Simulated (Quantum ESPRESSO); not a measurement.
# Ge (Pm-3m) in Quantum ESPRESSO: settings compared

One crystal, Ge, is run at these levels: AM05, vdW-DF-cx; tasks: phonons.

All numbers are computed with Quantum ESPRESSO 7.5; they aren't measurements. Logs are shortened: lines on timing, memory, paths and dates and some standing lists are left out, and cuts for length are marked.

## (1) Starting point

The structure is cubic, space group Pm-3m (No. 221). Conventional cell: a = 2.710 Å, b = 2.710 Å, c = 2.710 Å, α = 90.00°, β = 90.00°, γ = 90.00°. Ge (site symmetry m-3m) is surrounded by 6 Ge at 2.71 Å.

The cell was built by a generator and needn't be a form met in nature.

## (2) Phonons, AM05

Input file pw.in:

```
&CONTROL
  calculation = 'scf'
  prefix = 'pwscf'
  outdir = './tmp'
  pseudo_dir = './pseudo'
  tprnfor = .true.
  tstress = .true.
  disk_io = 'low'
/
&SYSTEM
  ibrav = 0
  nat = 1
  ntyp = 1
  ecutwfc = 45
  ecutrho = 360
  nbnd = 13
  input_dft = 'XC-000I-000I-120L-135L-000I-000I'
  occupations = 'smearing'
  smearing = 'mv'
  degauss = 0.01469973
/
&ELECTRONS
  conv_thr = 2d-10
  electron_maxstep = 120
  mixing_beta = 0.5
/
ATOMIC_SPECIES
Ge    72.6300 ge_pbe_v1.4.uspp.F.UPF
CELL_PARAMETERS angstrom
   2.7104700000    0.0000000000    0.0000000000
   0.0000000000    2.7104700000    0.0000000000
   0.0000000000    0.0000000000    2.7104700000
ATOMIC_POSITIONS angstrom
Ge     0.0000000000    0.0000000000    0.0000000000
K_POINTS automatic
8 8 8 0 0 0
```

Input file relax.in:

```
&CONTROL
  calculation = 'vc-relax'
  prefix = 'pwscf'
  outdir = './tmp'
  pseudo_dir = './pseudo'
  tprnfor = .true.
  tstress = .true.
  disk_io = 'low'
  nstep = 40
  forc_conv_thr = 0.0001
  etot_conv_thr = 1d-06
/
&SYSTEM
  ibrav = 0
  nat = 1
  ntyp = 1
  ecutwfc = 45
  ecutrho = 360
  nbnd = 13
  input_dft = 'XC-000I-000I-120L-135L-000I-000I'
  occupations = 'smearing'
  smearing = 'mv'
  degauss = 0.01469973
/
&ELECTRONS
  conv_thr = 2d-10
  electron_maxstep = 120
  mixing_beta = 0.5
/
&IONS
  ion_dynamics = 'bfgs'
/
&CELL
  cell_dynamics = 'bfgs'
  press = 0
  press_conv_thr = 0.2
/
ATOMIC_SPECIES
Ge    72.6300 ge_pbe_v1.4.uspp.F.UPF
CELL_PARAMETERS angstrom
   2.7104700000    0.0000000000    0.0000000000
   0.0000000000    2.7104700000    0.0000000000
   0.0000000000    0.0000000000    2.7104700000
ATOMIC_POSITIONS angstrom
Ge     0.0000000000    0.0000000000    0.0000000000
K_POINTS automatic
8 8 8 0 0 0
```

Input file scf2.in:

```
&CONTROL
  calculation = 'scf'
  prefix = 'pwscf'
  outdir = './tmp'
  pseudo_dir = './pseudo'
  tprnfor = .true.
  tstress = .true.
  disk_io = 'low'
/
&SYSTEM
  ibrav = 0
  nat = 1
  ntyp = 1
  ecutwfc = 45
  ecutrho = 360
  nbnd = 13
  input_dft = 'XC-000I-000I-120L-135L-000I-000I'
  occupations = 'smearing'
  smearing = 'mv'
  degauss = 0.01469973
/
&ELECTRONS
  conv_thr = 1d-13
  electron_maxstep = 120
  mixing_beta = 0.5
  startingpot = 'file'
  startingwfc = 'file'
/
ATOMIC_SPECIES
Ge    72.6300 ge_pbe_v1.4.uspp.F.UPF
CELL_PARAMETERS angstrom
   2.6713980010    0.0000000000    0.0000000000
   0.0000000000    2.6713980010    0.0000000000
   0.0000000000    0.0000000000    2.6713980010
ATOMIC_POSITIONS angstrom
Ge     0.0000000000    0.0000000000    0.0000000000
K_POINTS automatic
8 8 8 0 0 0
```

Input file ph.in:

```
phonons of Ge
&INPUTPH
  prefix = 'pwscf'
  outdir = './tmp'
  tr2_ph = 1d-16
  fildyn = 'dyn'
  niter_ph = 60
  alpha_mix(1) = 0.4
/
0.5000000000 0.5000000000 0.0000000000
```

Potentials or basis: GBRV 1.5 PBE.

On the command line:

```sh
> OMP_NUM_THREADS=1 pw.x -in pw.in > pw.out
> OMP_NUM_THREADS=1 pw.x -in relax.in > relax.out
> OMP_NUM_THREADS=1 pw.x -in scf2.in > scf2.out
> OMP_NUM_THREADS=1 ph.x -in ph.in > ph.out
```

pw.out:

```text
This program is part of the open-source Quantum ESPRESSO suite
     for quantum simulation of materials; please cite
         "P. Giannozzi et al., J. Phys.:Condens. Matter 21 395502 (2009);
         "P. Giannozzi et al., J. Phys.:Condens. Matter 29 465901 (2017);
         "P. Giannozzi et al., J. Chem. Phys. 152 154105 (2020);
     in publications or presentations arising from this work. More details at

     IMPORTANT: XC functional enforced from input :
     Exchange-correlation= XC-000I-000I-120L-135L-000I-000I
                           (   0   0 120 135   0   0   0)
     Any further DFT definition will be discarded
     Please, verify this is what you really want

     Message from routine setup:
     using ibrav=0 with symmetry is DISCOURAGED, use correct ibrav instead

     G-vector sticks info
     --------------------
     sticks:   dense  smooth     PW     G-vecs:    dense   smooth      PW
     Sum         749     373    129                15515     5449    1045

     Using Slab Decomposition

     bravais-lattice index     =            0
     lattice parameter (alat)  =       5.1220  a.u.
     unit-cell volume          =     134.3787 (a.u.)^3
     number of atoms/cell      =            1
     number of atomic types    =            1
     number of electrons       =        14.00
     number of Kohn-Sham states=           13
     kinetic-energy cutoff     =      45.0000  Ry
     charge density cutoff     =     360.0000  Ry
     scf convergence threshold =      2.0E-10
     mixing beta               =       0.5000
     number of iterations used =            8  plain     mixing
     Exchange-correlation= XC-000I-000I-120L-135L-000I-000I
                           (   0   0 120 135   0   0   0)

     celldm(1)=   5.122046  celldm(2)=   0.000000  celldm(3)=   0.000000
     celldm(4)=   0.000000  celldm(5)=   0.000000  celldm(6)=   0.000000

     crystal axes: (cart. coord. in units of alat)
               a(1) = (   1.000000   0.000000   0.000000 )
               a(2) = (   0.000000   1.000000   0.000000 )
               a(3) = (   0.000000   0.000000   1.000000 )

     reciprocal axes: (cart. coord. in units 2 pi/alat)
               b(1) = (  1.000000  0.000000  0.000000 )
               b(2) = (  0.000000  1.000000  0.000000 )
               b(3) = (  0.000000  0.000000  1.000000 )

     PseudoPot. # 1 for Ge read from file:
     ge_pbe_v1.4.uspp.F.UPF
     Pseudo is Ultrasoft + core correction, Zval = 14.0
     Generated by new atomic code, or converted to UPF format
     Using radial grid of  873 points,  6 beta functions with:
                l(1) =   0
                l(2) =   0
                l(3) =   1
                l(4) =   1
                l(5) =   2
                l(6) =   2
     Q(r) pseudized with  8 coefficients,  rinner =    1.400   1.400   1.400
                                                       1.400   1.400

     atomic species   valence    mass     pseudopotential
     Ge               14.00    72.63000     Ge( 1.00)

     48 Sym. Ops., with inversion, found

   Cartesian axes

     site n.     atom                  positions (alat units)
         1        Ge     tau(   1) = (   0.0000000   0.0000000   0.0000000  )

     number of k points=    35  Marzari-Vanderbilt smearing, width (Ry)=  0.0147
                       cart. coord. in units 2pi/alat
        k(    1) = (   0.0000000   0.0000000   0.0000000), wk =   0.0039062
        k(    2) = (   0.0000000   0.0000000   0.1250000), wk =   0.0234375
        k(    3) = (   0.0000000   0.0000000   0.2500000), wk =   0.0234375
        k(    4) = (   0.0000000   0.0000000   0.3750000), wk =   0.0234375
        k(    5) = (   0.0000000   0.0000000  -0.5000000), wk =   0.0117188
        k(    6) = (   0.0000000   0.1250000   0.1250000), wk =   0.0468750
[... 27 lines left out ...]
        k(   34) = (   0.3750000  -0.5000000  -0.5000000), wk =   0.0234375
        k(   35) = (  -0.5000000  -0.5000000  -0.5000000), wk =   0.0039062

     Dense  grid:    15515 G-vectors     FFT dimensions: (  32,  32,  32)

     Smooth grid:     5449 G-vectors     FFT dimensions: (  24,  24,  24)

     WARNING: libxc functional with ID  120 depends
      on external parameters: check the user_guide of
      QE if you need to modify them or to check their
      default values.

     WARNING: libxc functional with ID  135 depends
      on external parameters: check the user_guide of
      QE if you need to modify them or to check their
      default values.

     Initial potential from superposition of free atoms

     starting charge      13.9991, renormalised to      14.0000
     Starting wfcs are    9 randomized atomic wfcs +    4 random wfcs

     Self-consistent Calculation

     iteration #  1     ecut=    45.00 Ry     beta= 0.50
     Davidson diagonalization with overlap
     ethr =  1.00E-02,  avg # of iterations =  4.6

     Threshold (ethr) on eigenvalues was too large:
     Diagonalizing with lowered threshold

     Davidson diagonalization with overlap
     ethr =  3.60E-05,  avg # of iterations =  4.1

     total energy              =    -212.74795629 Ry
     estimated scf accuracy    <       0.00506530 Ry

     iteration #  2     ecut=    45.00 Ry     beta= 0.50
     Davidson diagonalization with overlap
     ethr =  3.62E-05,  avg # of iterations =  2.0

     total energy              =    -212.74866013 Ry
     estimated scf accuracy    <       0.00047751 Ry

     iteration #  3     ecut=    45.00 Ry     beta= 0.50
     Davidson diagonalization with overlap
     ethr =  3.41E-06,  avg # of iterations =  2.0

     total energy              =    -212.74868821 Ry
     estimated scf accuracy    <       0.00007772 Ry
[... 12 lines left out ...]
     total energy              =    -212.74869055 Ry
     estimated scf accuracy    <       0.00000008 Ry

     iteration #  6     ecut=    45.00 Ry     beta= 0.50
     Davidson diagonalization with overlap
     ethr =  5.47E-10,  avg # of iterations =  2.0

     total energy              =    -212.74869056 Ry
     estimated scf accuracy    <          2.1E-09 Ry

     iteration #  7     ecut=    45.00 Ry     beta= 0.50
     Davidson diagonalization with overlap
     ethr =  1.48E-11,  avg # of iterations =  2.0

     End of self-consistent calculation

          k = 0.0000 0.0000 0.0000 (   691 PWs)   bands (ev):

   -14.6774 -14.6774 -14.4296 -14.4296 -14.4296  -2.9804  16.3567  16.3567
    16.3567  19.7655  19.7655  22.0420  38.5418

          k = 0.0000 0.0000 0.1250 (   703 PWs)   bands (ev):

   -14.6755 -14.6489 -14.4391 -14.4391 -14.4288  -2.6753  13.1979  16.6474
    16.6474  20.0369  21.3743  24.3709  34.0172

          k = 0.0000 0.0000 0.2500 (   683 PWs)   bands (ev):

   -14.6706 -14.5801 -14.4621 -14.4621 -14.4268  -1.7710   9.2456  17.4657
    17.4657  20.8361  22.3526  29.1350  30.1575

          k = 0.0000 0.0000 0.3750 (   687 PWs)   bands (ev):

   -14.6657 -14.5118 -14.4850 -14.4850 -14.4249  -0.3600   5.9253  18.5723
    18.5723  22.0605  23.6809  27.2345  27.2345
[... 38 lines left out ...]
   -14.6042 -14.5422 -14.4907 -14.4555 -14.4313   1.9434   5.3242  12.5189
    17.2428  20.3112  25.8534  26.8930  27.0986

          k = 0.0000 0.3750 0.3750 (   680 PWs)   bands (ev):

   -14.5855 -14.5621 -14.4790 -14.4782 -14.4034   2.2571   7.9502   8.7310
    15.6203  20.7693  25.7629  29.3133  29.7722

          k = 0.0000 0.3750-0.5000 (   690 PWs)   bands (ev):

   -14.5788 -14.5754 -14.4878 -14.4776 -14.3776   3.3976   6.5159   9.1694
    14.2280  21.3890  27.3183  28.2006  28.3749

          k = 0.0000-0.5000-0.5000 (   680 PWs)   bands (ev):

   -14.5889 -14.5712 -14.4866 -14.4866 -14.3525   4.6692   7.2517   7.2517
    12.8858  21.9913  29.1161  29.1161  29.3545

          k = 0.1250 0.1250 0.1250 (   697 PWs)   bands (ev):

   -14.6312 -14.6312 -14.4495 -14.4479 -14.4479  -2.0657  13.5135  13.5135
    14.4205  24.3039  24.3039  25.1193  30.1793

          k = 0.1250 0.1250 0.2500 (   692 PWs)   bands (ev):

   -14.6267 -14.5608 -14.4737 -14.4720 -14.4461  -1.1630   9.8129  14.3303
    15.0586  24.5440  25.0109  26.4158  27.4080

          k = 0.1250 0.1250 0.3750 (   682 PWs)   bands (ev):

   -14.6221 -14.4985 -14.4961 -14.4904 -14.4438   0.2449   6.5129  15.4676
    16.3589  22.3902  23.2727  26.3764  28.2590
[... 18 lines left out ...]
   -14.5752 -14.5406 -14.5040 -14.4669 -14.4272   2.2443   5.6190  12.7672
    17.5133  17.7082  22.4153  28.1420  30.0861

          k = 0.1250 0.3750 0.3750 (   686 PWs)   bands (ev):

   -14.5610 -14.5529 -14.4916 -14.4908 -14.4025   2.5579   8.2392   9.0154
    15.8744  18.1346  24.7868  25.2710  29.8655

          k = 0.1250 0.3750-0.5000 (   676 PWs)   bands (ev):

   -14.5734 -14.5468 -14.5009 -14.4900 -14.3767   3.6974   6.8078   9.4514
    14.5167  18.8886  23.6988  25.9346  29.8947

          k = 0.1250-0.5000-0.5000 (   676 PWs)   bands (ev):

   -14.5868 -14.5387 -14.4996 -14.4996 -14.3519   4.9676   7.5411   7.5411
    13.1793  19.6529  24.6594  24.6594  28.3103

          k = 0.2500 0.2500 0.2500 (   690 PWs)   bands (ev):

   -14.5179 -14.5179 -14.5010 -14.4950 -14.4950   0.6361  11.0990  11.0990
    12.5875  22.4230  23.2288  23.2288  31.8088

          k = 0.2500 0.2500 0.3750 (   682 PWs)   bands (ev):

   -14.5274 -14.5244 -14.5118 -14.4950 -14.4419   2.0402   8.1795  12.2278
    13.5822  19.5370  20.2781  24.2794  30.6130

          k = 0.2500 0.2500-0.5000 (   680 PWs)   bands (ev):

   -14.5387 -14.5342 -14.5116 -14.4936 -14.4114   3.1446   6.4593  12.9012
    14.6180  17.8835  18.9991  25.1937  29.0993

          k = 0.2500 0.3750 0.3750 (   690 PWs)   bands (ev):

   -14.5561 -14.5222 -14.5209 -14.4759 -14.4004   3.4528   9.0562   9.8070
    14.2787  16.8433  21.0931  21.4065  27.4848

          k = 0.2500 0.3750-0.5000 (   676 PWs)   bands (ev):

   -14.5686 -14.5324 -14.5200 -14.4696 -14.3740   4.5959   7.6363  10.2325
    15.1851  15.3595  19.8316  22.1990  25.9161

          k = 0.2500-0.5000-0.5000 (   672 PWs)   bands (ev):

   -14.5818 -14.5308 -14.5308 -14.4602 -14.3505   5.8727   8.3581   8.3581
    14.0510  15.9438  20.7981  20.7981  24.3053

          k = 0.3750 0.3750 0.3750 (   678 PWs)   bands (ev):

   -14.5534 -14.5505 -14.5505 -14.3984 -14.3984   4.8726  10.1735  10.1735
    11.9490  17.6299  18.4706  18.4706  24.3111

          k = 0.3750 0.3750-0.5000 (   678 PWs)   bands (ev):

   -14.5649 -14.5626 -14.5496 -14.3975 -14.3661   6.0558   8.7832  10.8290
    12.4356  16.3457  17.2110  19.2094  22.7032

          k = 0.3750-0.5000-0.5000 (   684 PWs)   bands (ev):

   -14.5767 -14.5618 -14.5618 -14.3813 -14.3491   7.3995   9.4709   9.4709
    12.5422  15.4375  17.8693  17.8693  21.0336

          k =-0.5000-0.5000-0.5000 (   672 PWs)   bands (ev):

   -14.5745 -14.5745 -14.5745 -14.3485 -14.3485   9.1761  10.1192  10.1192
    10.1192  16.6177  16.6177  16.6177  19.2243

     the Fermi energy is     9.7210 ev

!    total energy              =    -212.74869056 Ry
     estimated scf accuracy    <          3.8E-11 Ry
     smearing contrib. (-TS)   =       0.00015550 Ry
     internal energy E=F+TS    =    -212.74884606 Ry

     The total energy is F=E-TS. E is the sum of the following terms:
     one-electron contribution =    -121.06109028 Ry
     hartree contribution      =      74.23653075 Ry
     xc contribution           =     -57.35237809 Ry
     ewald contribution        =    -108.57190844 Ry

     convergence has been achieved in   7 iterations

     Forces acting on atoms (cartesian axes, Ry/au):

     atom    1 type  1   force =     0.00000000    0.00000000    0.00000000

     Total force =     0.000000     Total SCF correction =     0.000000

     Computing stress (Cartesian axis) and pressure

          total   stress  (Ry/bohr**3)                   (kbar)     P=      -30.20
  -0.00020527   0.00000000   0.00000000          -30.20        0.00        0.00
   0.00000000  -0.00020527   0.00000000            0.00      -30.20        0.00
   0.00000000   0.00000000  -0.00020527            0.00        0.00      -30.20

=------------------------------------------------------------------------------=
   JOB DONE.
=------------------------------------------------------------------------------=
```

It took 61 s on 1 thread of Arm Neoverse V2, shared host; peak memory 0.09 GiB.

Results:

```yaml
Free_energy: -2894.6004 eV
Relaxed_volume: 19.06 Å³/atom
Relaxed_cell: a = 2.671 Å, b = 2.671 Å, c = 2.671 Å, α = 90.00°, β = 90.00°, γ = 90.00°
Space_group_after_relaxing_to_0.05_Å: Pm-3m (No. 221)
Pressure_after_relaxing: 0.0 GPa
Band_gap_on_the_k_mesh: none (metal or under the smearing width)
Highest_phonon_frequency_at_the_q_point_run: 180 cm⁻¹
```

Step by step:
| step | energy change (eV) | largest force (eV/Å) | pressure (GPa) | volume (Å³) |
| --- | --- | --- | --- | --- |
| 1 | 0.0000 | 0.0000 | -3.02 | 19.91 |
| 2 | -0.0048 | 0.0000 | -1.99 | 19.61 |
| 3 | -0.0080 | 0.0000 | -0.33 | 19.16 |
| 4 | -0.0081 | 0.0000 | -0.02 | 19.07 |
| 5 | -0.0081 | 0.0000 | 0.00 | 19.06 |

Final structure:
```
CELL_PARAMETERS angstrom
2.67140 0.00000 0.00000
0.00000 2.67140 0.00000
0.00000 0.00000 2.67140
ATOMIC_POSITIONS crystal
Ge 0.00000 0.00000 0.00000
```

Levels at points of the mesh, in eV from the Fermi level:
```
              k point  band 5  band 6  band 7  band 8  band 9  band 10
   (0.00, 0.00, 0.00)  -24.15  -13.05    6.88    6.88    6.88    10.21
  (0.00, 0.00, -0.50)  -24.15   -9.12   -5.82    9.91    9.91    13.54
 (0.00, -0.50, -0.50)  -24.07   -4.95   -2.61   -2.61    3.06    12.89
(-0.50, -0.50, -0.50)  -24.06   -0.11    0.41    0.41    0.41     6.93
```

Phonon frequencies in cm⁻¹ (negative: imaginary):
| q point | frequencies |
| --- | --- |
| (0.500, 0.500, 0.000) | 41 180 180 |

Phonon modes at q = (0.500, 0.500, 0.000) in reciprocal lattice units:
| mode | symmetry | cm⁻¹ |
| --- | --- | --- |
| 1 | A_2u | 41 |
| 2 | E_u | 180 |
| 3 | E_u | 180 |

Caveat: the mesh is thin for the phonons of a metal; the potentials were made for another functional, which shifts forces and pressure.

(Continued in part 2 of 2.)
